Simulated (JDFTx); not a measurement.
A run of JDFTx 1.7.0 (patched build) is set up as follows.

The input CdTe.in:

```
lattice Face-Centered Cubic 12.1131444589
coords-type Lattice
ion Te     0.7500000000     0.7500000000     0.7500000000 1
ion Cd     0.0000000000     0.0000000000     0.0000000000 1

ion-species pseudo/Te.upf
ion-species pseudo/Cd.upf
elec-cutoff 51 408
elec-ex-corr gga-PBEsol
kpoint-folding 7 7 7
elec-smearing Fermi 0.0018374661
elec-n-bands 25
electronic-SCF nIterations 100 energyDiffThreshold 1e-09
electronic-minimize nIterations 30 energyDiffThreshold 1e-7
converge-empty-states yes
forces-output-coords Cartesian

dump-name run.$VAR
dump End Ecomponents EigStats BandEigs Kpoints Forces Stress ElecDensity Dtot KEdensity
```

Potentials or basis: PseudoDojo-SR-PBEsol-0.4.1-standard with smoothed tails.

Command:

```bash
$ jdftx -c 1 -i CdTe.in -o CdTe.out
```

Q: Predict the band gap on the k mesh.

A: 0.76 eV, direct.

Q: What does it give for the pressure?

A: 1.7 GPa.

Caveat: spin-orbit coupling is left out, which moves the levels of the heavy elements.

**The experiment to reproduce.**

From a printed reference work, data compilation, for a bulk crystal of CdTe at 0 K: band gap 1.607 eV.

A measured gap of CdTe is 1.607 eV (0 K; a printed reference work, data compilation); the calculated 0.76 eV misses it by -0.85 eV. Spin-orbit coupling on Cd, Te is left out. The value is that of PBEsol, without temperature or zero-point motion. Semilocal functionals fall short of measured gaps as a rule.
